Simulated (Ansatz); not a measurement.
## Hf2C(OH)2 MXene bilayer (AA) in a perpendicular field

What dipole does a perpendicular field induce in the Hf2C(OH)2 MXene bilayer (AA)? A positive field points along +c.

Main program and level: Ansatz 0.2.0; plane-wave DFT, r2SCAN-D4, Ansatz PAW.

### Step 1. Starting point

The cell holds 14 atoms: 4 H, 4 O, 4 Hf and 2 C. Its edges and angles: a = 3.289 Å, b = 3.289 Å, c = 63.226 Å, α = 90.0°, β = 90.0°, γ = 120.0°. Regions: layer 1: Hf2C(OH)2 MXene, 7 atoms (2 H, 2 O, 2 Hf and 1 C); layer 2: Hf2C(OH)2 MXene, 7 atoms (2 H, 2 O, 2 Hf and 1 C). Vacuum lies along c.

### Step 2. Relaxation

The starting cell is a guess, so the in-plane lattice and the atoms are relaxed first, with the slab cut off from its images along the normal.

File input.yaml:

```yaml
crystal:
  lattice:
    - [3.289, 0.0, 0.0]
    - [-1.6445, 2.848357553, 0.0]
    - [0.0, 0.0, 63.2258935889]
  atoms:
    - { symbol: H, position: [0.3333333333, 0.6666666667, 0.3724739765] }
    - { symbol: O, position: [0.3333333333, 0.6666666667, 0.3879739551] }
    - { symbol: Hf, position: [0.6666666667, 0.3333333333, 0.4066169755] }
    - { symbol: C, position: [0.0, 0.0, 0.427142613] }
    - { symbol: Hf, position: [0.3333333333, 0.6666666667, 0.4476682505] }
    - { symbol: O, position: [0.6666666667, 0.3333333333, 0.4663112709] }
    - { symbol: H, position: [0.6666666667, 0.3333333333, 0.4818112495] }
    - { symbol: H, position: [0.3333333333, 0.6666666667, 0.5181887505] }
    - { symbol: O, position: [0.3333333333, 0.6666666667, 0.5336887291] }
    - { symbol: Hf, position: [0.6666666667, 0.3333333333, 0.5523317495] }
    - { symbol: C, position: [0.0, 0.0, 0.572857387] }
    - { symbol: Hf, position: [0.3333333333, 0.6666666667, 0.5933830245] }
    - { symbol: O, position: [0.6666666667, 0.3333333333, 0.6120260449] }
    - { symbol: H, position: [0.6666666667, 0.3333333333, 0.6275260235] }
  periodic: [true, true, false]
kpoints:
  mp_grid: { grid: [12, 12, 1] }
hamiltonian:
  xc: r2scan
  dispersion: d4
scf:
  occupations: { method: fermi_dirac, width: 0.05 }
  convergence: { dr2_threshold: 1.0e-09 }
relax:
  f_tol: 0.004
  max_steps: 90
  cell: {}
output:
  write_potential: true
  write_density: true
  volumetric_format: npy
```

The run is started by

```
ansatz run input.yaml --threads 4 --pin off --max-ram 12288MiB --backend cpu --events-out ev --progress --plain --runs-dir out
```

Numbers of over 12 decimals in the logs are rounded to 6 here.

The log of the run:

```text
Warning: relax.cell: scf.convergence.dr2_threshold = 1e-9 eV is looser than the 2.05109477649e-10 eV advised for a relaxation that steers and ends on the stress (1e-10 eV for each atom of the cell: 14, times the square of relax.cell.stress_2d_tol = 0.05 N/m over 26.1 Å (the atoms' height at the walk's start and 5 Å past either face), 1.914e-2 GPa, over a crystal's default 0.05). What an SCF threshold leaves in a stress goes as its square root, and in the free energy as the threshold itself, and one threshold admits the most on a small cell: [figures from the program's tests cut] Set scf.convergence.dr2_threshold to 2.05109477649e-10 eV or tighter. [rest of the remark cut]
Engine: ansatz 0.2.0, x86_64-unknown-linux-gnu
Pseudopotentials: kind: paw
Pseudopotential: H, paw, valence charge 1, recommended cutoff 500 eV (meta_gga), H.paw.azcp
Pseudopotential: O, paw, valence charge 6, recommended cutoff 500 eV (meta_gga), O.paw.azcp
Pseudopotential: Hf, paw, valence charge 26, recommended cutoff 500 eV (meta_gga), Hf.paw.azcp
Pseudopotential: C, paw, valence charge 4, recommended cutoff 500 eV (meta_gga), C.paw.azcp
Functional definition: r2SCAN
  parameter k0 = 0.174
  parameter k1 = 0.065
  parameter a1 = 4.9479
  exchange = r2scan_x(k0 = k0, k1 = k1, a1 = a1)
  correlation = r2scan_c
Crystal: 14 atoms, lattice volume = 592.316 Å³
Basis set: ecut = 500 eV, 14769 PW (Γ), exchange–correlation on 96×96×1920 points (64 copies of the dense FFT grid, shifted against one another)
Bands: 84, of which v1, the nominal top of the filled ones, is band 70 counted from 1 (69 counted from 0)
Symmetry: 12 space group operations
Space group: P-3m1 (ITA 164), of the structure as read, at distance tolerance 8.4e-5 Å
k-points: 19 of 144
Non-local potential: H, projectors of the file, l = 0: 2, l = 1: 1
Non-local potential: O, projectors of the file, l = 0: 2, l = 1: 2, l = 2: 1
Non-local potential: Hf, projectors of the file, l = 0: 3, l = 1: 2, l = 2: 2, l = 3: 3
Non-local potential: C, projectors of the file, l = 0: 2, l = 1: 2, l = 2: 1
PAW form: soft (Blöchl's): semilocal exchange-correlation on the pseudo side does not see the compensation charge
PAW frozen core: O, regenerated for the run's functional (the file was generated under x = pbe(κ = 0.804, μ = 0.219515), c = pbe(β = 0.066725))
PAW frozen core: Hf, regenerated for the run's functional (the file was generated under x = pbe(κ = 0.804, μ = 0.219515), c = pbe(β = 0.066725))
PAW frozen core: C, regenerated for the run's functional (the file was generated under x = pbe(κ = 0.804, μ = 0.219515), c = pbe(β = 0.066725))
PAW one-centre angular grid: H, 302 points (default); XC on 160 Gauss nodes
PAW one-centre angular grid: O, 302 points (default); XC on 160 Gauss nodes
PAW one-centre angular grid: Hf, 974 points (default); XC on 160 Gauss nodes
PAW one-centre angular grid: C, 302 points (default); XC on 239 of its mesh's 2573 points in the sphere
Initial density: superposition of atomic densities (neutral atoms: chi_scale 0, normalization atom), corrected by the library's trained network
Initial wavefunctions: pseudopotential atomic-orbital guess
Functional: x = r2scan, c = r2scan; τ floored in thin density (d = 2e-4 eV/Å³)
SCF iter   1: F=—  HF=-65784.561067 eV  |F-HF|=—  |Δ(HF+E_count)|=         —  Δρ=5.94e-3  dr2=8.96e-1  dr2_τ=8.25e-1  ethr=1.77e-3  ⟨swp⟩=11.5  Hψ=9437  notcnv=0  defer=37
preconditioner: auto → LDOS  [insulator: Δε(μ)=0.177 eV  Ē_g=17.978 eV  σ=0.050 eV  W_gap=0.69  n_scr=42 (ndim 8)  ℏωp=17.5 eV  f_vac=0.722  D(μ)=1.27/eV (n_scr^D=12)  ε∞_Penn≈2.0  β→1.0]
SCF iter   2: F=—  HF=-65784.677914 eV  |F-HF|=—  |Δ(HF+E_count)|=   1.17e-1  Δρ=5.81e-3  dr2=1.24e0  dr2_τ=2.18e-2  ethr=6.40e-4  ⟨swp⟩=4.5  Hψ=3926  notcnv=0  defer=110
SCF iter   3: F=—  HF=-65784.506208 eV  |F-HF|=—  |Δ(HF+E_count)|=   1.72e-1  Δρ=1.33e-3  dr2=1.08e-1  dr2_τ=6.12e-4  ethr=6.40e-4  ⟨swp⟩=3.4  Hψ=3542  notcnv=0  defer=110
SCF iter   4: F=—  HF=-65784.516428 eV  |F-HF|=—  |Δ(HF+E_count)|=   1.02e-2  Δρ=1.88e-3  dr2=3.65e-2  dr2_τ=4.13e-3  ethr=7.70e-5  ⟨swp⟩=4.1  Hψ=3519  notcnv=0  defer=100
SCF iter   5: F=—  HF=-65784.507667 eV  |F-HF|=—  |Δ(HF+E_count)|=   8.76e-3  Δρ=6.51e-4  dr2=3.00e-3  dr2_τ=4.53e-4  ethr=2.61e-5  ⟨swp⟩=2.9  Hψ=3571  notcnv=0  defer=100
SCF iter   6: F=—  HF=-65784.508172 eV  |F-HF|=—  |Δ(HF+E_count)|=   5.05e-4  Δρ=1.99e-4  dr2=1.21e-3  dr2_τ=6.09e-5  ethr=2.14e-6  ⟨swp⟩=3.2  Hψ=3107  notcnv=0  defer=100
SCF iter   7: F=—  HF=-65784.508585 eV  |F-HF|=—  |Δ(HF+E_count)|=   4.13e-4  Δρ=1.92e-4  dr2=3.13e-4  dr2_τ=2.43e-5  ethr=8.67e-7  ⟨swp⟩=3.6  Hψ=3499  notcnv=0  defer=100
SCF iter   8: F=—  HF=-65784.508606 eV  |F-HF|=—  |Δ(HF+E_count)|=   2.15e-5  Δρ=1.22e-4  dr2=8.39e-5  dr2_τ=2.33e-5  ethr=2.23e-7  ⟨swp⟩=3.2  Hψ=3289  notcnv=0  defer=100
SCF iter   9: F=—  HF=-65784.508652 eV  |F-HF|=—  |Δ(HF+E_count)|=   4.56e-5  Δρ=5.81e-5  dr2=4.75e-5  dr2_τ=2.52e-6  ethr=5.99e-8  ⟨swp⟩=3.3  Hψ=3229  notcnv=0  defer=100
SCF iter  10: F=—  HF=-65784.508646 eV  |F-HF|=—  |Δ(HF+E_count)|=   6.08e-6  Δρ=1.11e-5  dr2=2.07e-6  dr2_τ=9.59e-8  ethr=3.39e-8  ⟨swp⟩=3.3  Hψ=3417  notcnv=0  defer=100
SCF iter  11: F=—  HF=-65784.508818 eV  |F-HF|=—  |Δ(HF+E_count)|=   1.72e-4  Δρ=5.75e-6  dr2=1.35e-6  dr2_τ=1.86e-8  ethr=1.48e-9  ⟨swp⟩=4.1  Hψ=3617  notcnv=0  defer=99
SCF iter  12: F=—  HF=-65784.508819 eV  |F-HF|=—  |Δ(HF+E_count)|=   1.10e-6  Δρ=3.46e-6  dr2=2.23e-7  dr2_τ=1.90e-8  ethr=9.65e-10  ⟨swp⟩=3.4  Hψ=2645  notcnv=0  defer=99
SCF iter  13: F=—  HF=-65784.508819 eV  |F-HF|=—  |Δ(HF+E_count)|=   8.28e-8  Δρ=1.17e-6  dr2=6.32e-8  dr2_τ=1.15e-9  ethr=1.59e-10  ⟨swp⟩=3.1  Hψ=2547  notcnv=0  defer=99
SCF iter  14: F=—  HF=-65784.508819 eV  |F-HF|=—  |Δ(HF+E_count)|=   5.10e-8  Δρ=5.85e-7  dr2=1.14e-8  dr2_τ=2.55e-10  ethr=4.51e-11  ⟨swp⟩=3.9  Hψ=3612  notcnv=0  defer=99
SCF iter  15: F=—  HF=-65784.508819 eV  |F-HF|=—  |Δ(HF+E_count)|=  7.71e-10  Δρ=2.51e-7  dr2=5.05e-9  dr2_τ=4.12e-11  ethr=8.13e-12  ⟨swp⟩=3.0  Hψ=3043  notcnv=0  defer=99
SCF iter  16: F=—  HF=-65784.508819 eV  |F-HF|=—  |Δ(HF+E_count)|=  1.89e-10  Δρ=1.34e-7  dr2=2.11e-9  dr2_τ=9.98e-12  ethr=3.61e-12  ⟨swp⟩=2.4  Hψ=2282  notcnv=0  defer=99
SCF iter  17: F=-65784.508819 eV  HF=-65784.508819 eV  |F-HF|=2.88e-9  |Δ(HF+E_count)|=  1.46e-10  Δρ=8.90e-8  dr2=1.40e-10  dr2_τ=9.64e-12  ethr=1.00e-12  ⟨swp⟩=11.4  Hψ=11872  notcnv=0
SCF 1 converged in 17 iterations: F = -65784.508819 eV  dr2 = 1.40e-10
  greatest PAW one-centre occupation: 0.998 electrons in one spin orbital (limit 2), on the Hf atom at site 9 (counted from 0), in its partial waves of l = 3
[...]
relax step  10: F+E_penalty+E_count = -65785.17574279 eV  Δ(F+E_penalty+E_count) = -6.457e-5 eV  max|allowed force component| = 7.598e-3 eV/Å  Δτ_max = 0.0136 Å  P = -0.017 N/m  Ω = 582.196 Å³  energy of the carried Pulay correction = +1.183e-3 eV  fix = [c, alpha, beta]  reactions: c -0.000 N/m  (12 SCF iters, accepted)
relax step  11: F+E_penalty+E_count = -65785.17575110 eV  Δ(F+E_penalty+E_count) = -8.312e-6 eV  max|allowed force component| = 1.608e-3 eV/Å  Δτ_max = 0.0009 Å  P = -0.002 N/m  Ω = 582.156 Å³  energy of the carried Pulay correction = +1.187e-3 eV  fix = [c, alpha, beta]  reactions: c -0.000 N/m  (9 SCF iters, accepted)
Initial wavefunctions: pseudopotential atomic-orbital guess (no wavefunctions were taken with the density)
iter 1 solved again at ethr=1.54e-7 eV; its pass at ethr=3.10e-3 eV (dr2=2.15e-4 eV) is discarded
SCF iter   1: F=—  HF=-65785.174406 eV  |F-HF|=—  |Δ(HF+E_count)|=         —  Δρ=2.19e-5  dr2=2.62e-7  dr2_τ=1.06e-6  ethr=1.54e-7  ⟨swp⟩=6.7  Hψ=17489  notcnv=0
preconditioner: auto → LDOS  [metal: Δε(μ)=0.019 eV  Ē_g=17.944 eV  σ=0.050 eV  W_gap=0.09  n_scr=42 (ndim 8)  ℏωp=17.7 eV  f_vac=0.719  D(μ)=4.43/eV (n_scr^D=22)  β→1.0]
SCF iter   2: F=—  HF=-65785.174561 eV  |F-HF|=—  |Δ(HF+E_count)|=   1.55e-4  Δρ=1.91e-6  dr2=1.51e-8  dr2_τ=3.73e-9  ethr=1.87e-10  ⟨swp⟩=4.9  Hψ=5435  notcnv=0
SCF iter   3: F=—  HF=-65785.174561 eV  |F-HF|=—  |Δ(HF+E_count)|=   2.26e-8  Δρ=9.83e-7  dr2=4.82e-9  dr2_τ=8.79e-10  ethr=1.00e-12  ⟨swp⟩=23.5  Hψ=18776  notcnv=0
SCF iter   4: F=—  HF=-65785.174561 eV  |F-HF|=—  |Δ(HF+E_count)|=   4.79e-9  Δρ=4.16e-7  dr2=1.04e-9  dr2_τ=1.85e-10  ethr=3.44e-12  ⟨swp⟩=2.0  Hψ=2937  notcnv=0
iter 5 met the thresholds in force, and the SCF goes on: an eigenvalue changes by 1.71 meV, over its tolerance of 1.11 meV (output.eigenvalues, Limitations)
SCF iter   5: F=-65785.174561 eV  HF=-65785.174561 eV  |F-HF|=5.82e-11  |Δ(HF+E_count)|=  4.51e-10  Δρ=8.83e-8  dr2=1.55e-10  dr2_τ=2.32e-12  ethr=1.00e-12  ⟨swp⟩=12.7  Hψ=12063  notcnv=0
SCF iter   6: F=-65785.174561 eV  HF=-65785.174561 eV  |F-HF|=1.19e-9  |Δ(HF+E_count)|=  5.82e-10  Δρ=3.81e-8  dr2=5.93e-11  dr2_τ=5.59e-13  ethr=1.00e-12  ⟨swp⟩=9.5  Hψ=10939  notcnv=0
SCF 12 converged in 6 iterations: F = -65785.174561 eV  dr2 = 5.93e-11
relax step  12: F+E_penalty+E_count = -65785.17456107 eV  Δ(F+E_penalty+E_count) = +1.190e-3 eV  max|allowed force component| = 2.407e-3 eV/Å  Δτ_max = 0.0000 Å  P = +0.001 N/m  Ω = 582.156 Å³  fix = [c, alpha, beta]  reactions: c +0.000 N/m  stress off target by 1.35e-3 N/m on what of the cell is left free  SCF on the basis re-selected at this cell (its energy is not comparable with the rows above)  (6 SCF iters)
basis re-selected at this cell: Δ(F+E_penalty+E_count) = +1.190e-3 eV, ΔP = +0.003 N/m vs the last step (what re-selecting the basis moved, of the pressure what is left beyond the Pulay correction that the steps carried, after the strain that the cell walked since its last selection, with what the two solves' SCF thresholds leave and, on support functions, any second-order correction that the steps lacked; it is no m [...]
WARN: The output density's exchange-correlation potential varies sharply where the density is thin. Do not read a vacuum level from v_tot or v_xc, or from such a field of the output density. On a cell that repeats whose density bears no net charge and no dipole along the vacuum's axis use v_es (v_loc + v_h of the components); under efield.dipole_correction with no amplitude use v_es + v_field, which holds any externa [...]
SCF converged after 6 iterations
an eigenvalue changed by more than its tolerance at an iteration that met the thresholds in force, so the SCF went on 1 time: the last check found none over its tolerance
Free energy (F): -65785.174561 eV
Harris-Foulkes:  -65785.174561 eV  (|F-HF|=1.19e-9)
Internal energy: -65785.139950 eV  (E = F + TS)
E sigma→0 (E₀):  -65785.157255 eV
Entropy (-TS):   -0.034612 eV (-2.472 meV/atom)
Fermi energy:    -2.408720 eV
--- Per-component energies (eV) ---
  E_band       = -2846.934339
  E_kinetic    = 2642.699186
  E_local      = -1955410.703215  (includes V_loc(G=0)·N_el)
  E_nonlocal   = -4742.454491
  E_hartree    = 975414.232893
  E_xc         = -1560.110591
  E_vxc        = -1782.329137  (∫ρ·V_xc dr)
  E_paw        = -28653.224511  (= ΣΔE_a)
  E_vpaw       = 5521.561489  (= ΣTr[D̂ρ^β])
  E_aug_tail   = 0.002450  (compensation charges beyond the density's cutoff)
  E_vtau       = 95.816156  (kinetic-family band-sum trace: ∫τ·v_τ [+ j·A + Jᵃ·Aᵃ] dr)
  E_ewald      = 946523.918334
  E_disp       = -0.608780  (pairwise vdW)
  E_core_change = 1.108776  (= ΣΔE_core)
  E_smearing   = -0.034612  (= −TS)
  E_closure    = 0.000000  (closes the sum)
  Σ components = -65785.174561   (vs F -65785.174561, Δ=0.00e0)
--- Forces (eV/Å), atoms counted from 1 ---
  atom   1  H      0.00000000     0.00000000    -0.00195635
  atom   2  O      0.00000000     0.00000000     0.00240684
  atom   3  Hf     0.00000000    -0.00000000    -0.00013362
  atom   4  C     -0.00000000     0.00000000     0.00055256
  atom   5  Hf     0.00000000     0.00000000    -0.00050545
  atom   6  O      0.00000000    -0.00000000    -0.00125786
  atom   7  H      0.00000000    -0.00000000     0.00095086
  atom   8  H      0.00000000     0.00000000    -0.00095086
  atom   9  O      0.00000000     0.00000000     0.00125786
  atom  10  Hf     0.00000000    -0.00000000     0.00050545
  atom  11  C      0.00000000    -0.00000000    -0.00055256
  atom  12  Hf     0.00000000     0.00000000     0.00013362
  atom  13  O      0.00000000    -0.00000000    -0.00240684
  atom  14  H     -0.00000000    -0.00000000     0.00195635
  max |Σ_I F_I| component: 2.31e-18 eV/Å
--- 2D stress c σ (N/m, compression-positive) ---
        0.001353       0.000000      -0.000000
        0.000000       0.001353       0.000000
       -0.000000       0.000000       0.000000
  P = ½ c Tr σ = 0.0014 N/m
--- Band table (eV; the first three rows and the last of 19) ---
  k-point 0: bands = [... 66 lower, -5.6292, -5.6292, -3.1303, -2.6592, -2.6421, -1.9874, -1.9874, -1.9872, ... 10 higher]
  k-point 1: bands = [... 66 lower, -5.6964, -5.6961, -3.0105, -2.5328, -2.5261, -2.3344, -2.3341, -1.8014, ... 10 higher]
  k-point 2: bands = [... 66 lower, -5.8275, -5.8271, -3.0522, -3.0219, -2.6821, -2.1845, -2.1843, -1.3916, ... 10 higher]
  k-point 18: bands = [... 66 lower, -6.4232, -6.4232, -1.3879, -1.3855, -1.0716, -1.0716, -1.0150, -1.0150, ... 10 higher]
  the weakly bound empty levels are not read free of the cell's end (no_gap_told)
--- Relaxed structure (11 steps of the walk, 11 accepted, 1 SCFs on fresh bases) ---
  F+E_penalty+E_count = -65785.17456107 eV   max|allowed force component| = 2.407e-3 eV/Å   (the final SCF, on the basis selected at the relaxed cell)
  cell:  # Å, volume = 582.1557 Å³
    - [3.260669, 0, 0]
    - [-1.630335, 2.823823, 0]
    - [0, 0, 63.2258935889]
  atoms:
    - { symbol: H, position: [0.333333, 0.666667, 0.368153] }
    - { symbol: O, position: [0.333333, 0.666667, 0.383433] }
    - { symbol: Hf, position: [0.666667, 0.333333, 0.404610] }
    - { symbol: C, position: [-2.4361981082247378e-18, 0, 0.423718] }
    - { symbol: Hf, position: [0.333333, 0.666667, 0.442993] }
    - { symbol: O, position: [0.666667, 0.333333, 0.463724] }
    - { symbol: H, position: [0.666667, 0.333333, 0.479115] }
    - { symbol: H, position: [0.333333, 0.666667, 0.520885] }
    - { symbol: O, position: [0.333333, 0.666667, 0.536276] }
    - { symbol: Hf, position: [0.666667, 0.333333, 0.557007] }
    - { symbol: C, position: [2.4361981082247328e-18, 0, 0.576282] }
    - { symbol: Hf, position: [0.333333, 0.666667, 0.595390] }
    - { symbol: O, position: [0.666667, 0.333333, 0.616567] }
    - { symbol: H, position: [0.666667, 0.333333, 0.631847] }
```

It took 5.2 min on 4 threads of Intel Xeon Platinum 8559C (Emerald Rapids), shared host; peak memory 3.1 GiB.

The steps of the relaxation:

```tsv
step	energy less that of the first step (eV)	largest force component (eV/Å)	volume (Å³)
1	0.0000	3.0665	592.32
2	-0.0765	3.0039	582.94
3	-0.6009	0.2941	573.49
4	-0.6575	0.2935	582.49
5	-0.6644	0.0990	582.25
6	-0.6659	0.0229	582.20
7	-0.6659	0.0208	582.20
8	-0.6665	0.0330	582.31
9	-0.6669	0.0217	582.27
10	-0.6669	0.0076	582.20
11	-0.6669	0.0016	582.16
12*	-0.6657	0.0024	582.16
```

Relaxation steps marked * repeat the geometry before them on a plane-wave basis chosen anew for their cell, so energy and pressure can jump there.

Forces are held to the 12 operations that the run works with; a distortion that breaks them can't arise in this run.

```tsv
cell as run	before	after	change
a (Å)	3.289	3.261	-0.9 %
b (Å)	3.289	3.261	-0.9 %
```

The atoms that moved most (Å, along periodic axes as changes of fractional coordinates times the final cell, across vacuum about the mean position):

```tsv
atom	dx	dy	dz	length
Hf5	0.000	0.000	-0.296	0.296
Hf10	0.000	0.000	0.296	0.296
O2	0.000	0.000	-0.287	0.287
O13	0.000	0.000	0.287	0.287
H14	0.000	0.000	0.273	0.273
H1	0.000	0.000	-0.273	0.273
C11	0.000	0.000	0.217	0.217
C4	0.000	0.000	-0.217	0.217
```

This step gave:

| Quantity | Value |
| --- | --- |
| energy at zero smearing | -65785.1573 eV |

The lattice constant a goes from 3.289 to 3.261 Å.

[end of part 1 of 3]

[Logs are printed without paths, hosts, clocks, repeated set-up lines and the standing remarks that a program may print on its own settings, such as how far it seeks lower states.]

[Hosts, paths, dates, database ids (printed as entryN), source tags and the programs' standing remarks are cut or masked in the printed files.]

[Maps of the electrostatic potential energy from Ansatz leave out the sawtooth potential of an applied field or a dipole correction, so their vacuum need not be flat; planar profiles and work functions include it.]
